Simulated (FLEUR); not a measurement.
Input of a FLEUR MaX-R8.1 (later development tree) run:

Contents of inp.xml:

```xml
<?xml version="1.0" encoding="UTF-8" standalone="no"?>
<fleurInput fleurInputVersion="0.39">
   <comment>
      Na2S                                                                                                
   </comment>
   <calculationSetup>
      <cutoffs Kmax="4.1" Gmax="12.7" GmaxXC="12.7" numbands="0"/>
      <scfLoop itmax="60" minDistance="0.00001" maxIterBroyd="15" imix="Anderson" alpha="0.05" precondParam="0.0" spinf="2.0" sdNocoIR="T"/>
      <coreElectrons ctail="T" frcor="F" kcrel="0" coretail_lmax="0"/>
      <xcFunctional name="vwn" relativisticCorrections="F"/>
      <magnetism jspins="1"/>
      <soc l_soc="F" theta="0.0" phi="0.0" spav="F"/>
      <expertModes spex="0" secvar="F"/>
      <geometryOptimization l_f="F" forcealpha="1.0" forcemix="BFGS" epsdisp="0.00001" epsforce="0.00001"/>
      <ldaU l_linMix="F" mixParam="0.05" spinf="1.0"/>
   </calculationSetup>
   <cell>
      <bzIntegration valenceElectrons="24.0" mode="hist" fermiSmearingEnergy="0.00183747">
         <kPointListSelection listName="default-1"/>
         <!-- k-points included here -->
         <xi:include xmlns:xi="http://www.w3.org/2001/XInclude" href="kpts.xml"> </xi:include>
      </bzIntegration>
      <!-- symmetry operations included here -->
      <xi:include xmlns:xi="http://www.w3.org/2001/XInclude" href="sym.xml"> </xi:include>
      <bulkLattice scale="1.0">
         <bravaisMatrix>
            <row-1>    0.0000000000000000     6.1860184688780997     6.1860184688780997</row-1>
            <row-2>    6.1860184688780997     0.0000000000000000     6.1860184688780997</row-2>
            <row-3>    6.1860184688780997     6.1860184688780997     0.0000000000000000</row-3>
         </bravaisMatrix>
      </bulkLattice>
   </cell>
   <atomSpecies>
      <species name="Sulfur (S)" element="S" atomicNumber="16">
         <mtSphere radius="2.48" gridPoints="819" logIncrement="0.014"/>
         <atomicCutoffs lmax="10" lnonsphr="10"/>
         <electronConfig flipSpins="F">
            <coreConfig>(1s1/2) (2s1/2) (2p1/2) (2p3/2)</coreConfig>
            <valenceConfig>(3s1/2) (3p1/2) (3p3/2)</valenceConfig>
            <stateOccupation state="(3p1/2)" spinUp="0.666667" spinDown="0.666667"/>
            <stateOccupation state="(3p3/2)" spinUp="1.333333" spinDown="1.333333"/>
         </electronConfig>
         <energyParameters s="3" p="3" d="3" f="4"/>
         <lo type="SCLO" l="0" n="3" eDeriv="2"/>
         <lo type="SCLO" l="1" n="3" eDeriv="2"/>
         <lo type="SCLO" l="2" n="3" eDeriv="2"/>
         <lo type="SCLO" l="3" n="4" eDeriv="2"/>
      </species>
      <species name="Sodium (Na)" element="Na" atomicNumber="11">
         <mtSphere radius="2.48" gridPoints="819" logIncrement="0.014"/>
         <atomicCutoffs lmax="10" lnonsphr="10"/>
         <electronConfig flipSpins="F">
            <coreConfig>(1s1/2)</coreConfig>
            <valenceConfig>(2s1/2) (2p1/2) (2p3/2) (3s1/2)</valenceConfig>
            <stateOccupation state="(3s1/2)" spinUp="0.500000" spinDown="0.500000"/>
         </electronConfig>
         <energyParameters s="3" p="2" d="3" f="4"/>
         <lo type="SCLO" l="0" n="2" eDeriv="0"/>
         <lo type="HELO" l="1" n="3" eDeriv="0"/>
         <lo type="HELO" l="1" n="3" eDeriv="1"/>
         <lo type="SCLO" l="2" n="3" eDeriv="2"/>
         <lo type="SCLO" l="3" n="4" eDeriv="2"/>
      </species>
   </atomSpecies>
   <atomGroups>
      <atomGroup species="Sulfur (S)">
         <relPos label="                   1">.0000000000 .0000000000 .0000000000</relPos>
         <force calculate="T" relaxXYZ="TTT"/>
      </atomGroup>
      <atomGroup species="Sodium (Na)">
         <relPos label="                   2">-1.000/4.000 -1.000/4.000 -1.000/4.000</relPos>
         <relPos label="                   3">1.000/4.000 1.000/4.000 1.000/4.000</relPos>
         <force calculate="T" relaxXYZ="TTT"/>
      </atomGroup>
   </atomGroups>
   <output dos="F" band="F" slice="F">
      <checks vchk="F" cdinf="F"/>
      <bandDOS minEnergy="-.5*Htr" maxEnergy="0.5*Htr" sigma="0.015" storeEVData="T"/>
      <vacuumDOS vacdos="F" integ="F" star="F" nstars="0" locx1="0.0" locy1="0.0" locx2="0.0" locy2="0.0" nstm="0" tworkf="0.0"/>
      <unfoldingBand unfoldBand="F" supercellX="1" supercellY="1" supercellZ="1"/>
      <plotting iplot="0" polar="F">
         <plot TwoD="T" vec1="  1.0  0.0  0.0" vec2="  0.0  1.0  0.0" vec3="  0.0  0.0  1.0" zero="  0.0  0.0  0.0" file="plot"/>
      </plotting>
      <chargeDensitySlicing numkpt="0" minEigenval="0.0" maxEigenval="0.0" nnne="0" pallst="F"/>
      <specialOutput eonly="F"/>
      <moessbauerParams electricFieldGradient="T" isomerShift="T" coreHyperfine="T" valenceHyperfine="T"/>
      <magneticCircularDichroism mcd="F" energyLo="-10.0" energyUp="0.0"/>
   </output>
  <!-- We include the file relax.xml here to enable relaxations (see documentation) -->
  <xi:include xmlns:xi="http://www.w3.org/2001/XInclude" href="relax.xml"> <xi:fallback/> </xi:include>
</fleurInput>
```

The input crystal.txt:

```
Na2S
&input cartesian=F /
0.0000000000  3.2735000000  3.2735000000
3.2735000000  0.0000000000  3.2735000000
3.2735000000  3.2735000000  0.0000000000
1.8897261246
1.0 1.0 1.0

3
16 0.0000000000  0.0000000000  0.0000000000
11 0.7500000000  0.7500000000  0.7500000000
11 0.2500000000  0.2500000000  0.2500000000

&kpt div1=7 div2=7 div3=7 gamma=T /
```

File inp.xml (bands):

```
<?xml version="1.0" encoding="UTF-8" standalone="no"?>
<fleurInput fleurInputVersion="0.39">
   <comment>
      Na2S                                                                                                
   </comment>
   <calculationSetup>
      <cutoffs Kmax="4.1" Gmax="12.7" GmaxXC="12.7" numbands="0"/>
      <scfLoop itmax="60" minDistance="0.00001" maxIterBroyd="15" imix="Anderson" alpha="0.05" precondParam="0.0" spinf="2.0" sdNocoIR="T"/>
      <coreElectrons ctail="T" frcor="F" kcrel="0" coretail_lmax="0"/>
      <xcFunctional name="vwn" relativisticCorrections="F"/>
      <magnetism jspins="1"/>
      <soc l_soc="F" theta="0.0" phi="0.0" spav="F"/>
      <expertModes spex="0" secvar="F"/>
      <geometryOptimization l_f="F" forcealpha="1.0" forcemix="BFGS" epsdisp="0.00001" epsforce="0.00001"/>
      <ldaU l_linMix="F" mixParam="0.05" spinf="1.0"/>
   </calculationSetup>
   <cell>
      <bzIntegration valenceElectrons="24.0" mode="hist" fermiSmearingEnergy="0.00183747">
         <kPointListSelection listName="path-1"/>
         <!-- k-points included here -->
         <xi:include xmlns:xi="http://www.w3.org/2001/XInclude" href="kpts.xml"> </xi:include>
      </bzIntegration>
      <!-- symmetry operations included here -->
      <xi:include xmlns:xi="http://www.w3.org/2001/XInclude" href="sym.xml"> </xi:include>
      <bulkLattice scale="1.0">
         <bravaisMatrix>
            <row-1>    0.0000000000000000     6.1860184688780997     6.1860184688780997</row-1>
            <row-2>    6.1860184688780997     0.0000000000000000     6.1860184688780997</row-2>
            <row-3>    6.1860184688780997     6.1860184688780997     0.0000000000000000</row-3>
         </bravaisMatrix>
      </bulkLattice>
   </cell>
   <atomSpecies>
      <species name="Sulfur (S)" element="S" atomicNumber="16">
         <mtSphere radius="2.48" gridPoints="819" logIncrement="0.014"/>
         <atomicCutoffs lmax="10" lnonsphr="10"/>
         <electronConfig flipSpins="F">
            <coreConfig>(1s1/2) (2s1/2) (2p1/2) (2p3/2)</coreConfig>
            <valenceConfig>(3s1/2) (3p1/2) (3p3/2)</valenceConfig>
            <stateOccupation state="(3p1/2)" spinUp="0.666667" spinDown="0.666667"/>
            <stateOccupation state="(3p3/2)" spinUp="1.333333" spinDown="1.333333"/>
         </electronConfig>
         <energyParameters s="3" p="3" d="3" f="4"/>
         <lo type="SCLO" l="0" n="3" eDeriv="2"/>
         <lo type="SCLO" l="1" n="3" eDeriv="2"/>
         <lo type="SCLO" l="2" n="3" eDeriv="2"/>
         <lo type="SCLO" l="3" n="4" eDeriv="2"/>
      </species>
      <species name="Sodium (Na)" element="Na" atomicNumber="11">
         <mtSphere radius="2.48" gridPoints="819" logIncrement="0.014"/>
         <atomicCutoffs lmax="10" lnonsphr="10"/>
         <electronConfig flipSpins="F">
            <coreConfig>(1s1/2)</coreConfig>
            <valenceConfig>(2s1/2) (2p1/2) (2p3/2) (3s1/2)</valenceConfig>
            <stateOccupation state="(3s1/2)" spinUp="0.500000" spinDown="0.500000"/>
         </electronConfig>
         <energyParameters s="3" p="2" d="3" f="4"/>
         <lo type="SCLO" l="0" n="2" eDeriv="0"/>
         <lo type="HELO" l="1" n="3" eDeriv="0"/>
         <lo type="HELO" l="1" n="3" eDeriv="1"/>
         <lo type="SCLO" l="2" n="3" eDeriv="2"/>
         <lo type="SCLO" l="3" n="4" eDeriv="2"/>
      </species>
   </atomSpecies>
   <atomGroups>
      <atomGroup species="Sulfur (S)">
         <relPos label="                   1">.0000000000 .0000000000 .0000000000</relPos>
         <force calculate="T" relaxXYZ="TTT"/>
      </atomGroup>
      <atomGroup species="Sodium (Na)">
         <relPos label="                   2">-1.000/4.000 -1.000/4.000 -1.000/4.000</relPos>
         <relPos label="                   3">1.000/4.000 1.000/4.000 1.000/4.000</relPos>
         <force calculate="T" relaxXYZ="TTT"/>
      </atomGroup>
   </atomGroups>
   <output dos="F" band="T" slice="F">
      <checks vchk="F" cdinf="F"/>
      <bandDOS minEnergy="-.5*Htr" maxEnergy="0.5*Htr" sigma="0.015" storeEVData="T"/>
      <vacuumDOS vacdos="F" integ="F" star="F" nstars="0" locx1="0.0" locy1="0.0" locx2="0.0" locy2="0.0" nstm="0" tworkf="0.0"/>
      <unfoldingBand unfoldBand="F" supercellX="1" supercellY="1" supercellZ="1"/>
      <plotting iplot="0" polar="F">
         <plot TwoD="T" vec1="  1.0  0.0  0.0" vec2="  0.0  1.0  0.0" vec3="  0.0  0.0  1.0" zero="  0.0  0.0  0.0" file="plot"/>
      </plotting>
      <chargeDensitySlicing numkpt="0" minEigenval="0.0" maxEigenval="0.0" nnne="0" pallst="F"/>
      <specialOutput eonly="F"/>
      <moessbauerParams electricFieldGradient="T" isomerShift="T" coreHyperfine="T" valenceHyperfine="T"/>
      <magneticCircularDichroism mcd="F" energyLo="-10.0" energyUp="0.0"/>
   </output>
  <!-- We include the file relax.xml here to enable relaxations (see documentation) -->
  <xi:include xmlns:xi="http://www.w3.org/2001/XInclude" href="relax.xml"> <xi:fallback/> </xi:include>
</fleurInput>
```

Potentials or basis: all-electron, FLAPW.

Command:

```bash
$ inpgen -f crystal.txt -profile fastHighL
$ # inp.xml edited to the form shown
$ mpirun -n 4 fleur_MPI -pe_per_kpt 1
$ mpirun -n 4 fleur_MPI -pe_per_kpt 1   # second run, on inp.xml (bands)
```

Q: Estimate the band gap along the path.

A: 2.24 eV, direct.

Q: Predict the band gap on the k mesh.

A: 2.24 eV, direct.

Core levels (eV from the Fermi level):
```
atom                                                   levels
 1 S  1s1/2 -2388.0, 2s1/2 -201.9, 2p1/2 -148.5, 2p3/2 -147.2
2 Na                                            1s1/2 -1021.4
3 Na                                            1s1/2 -1021.4
```
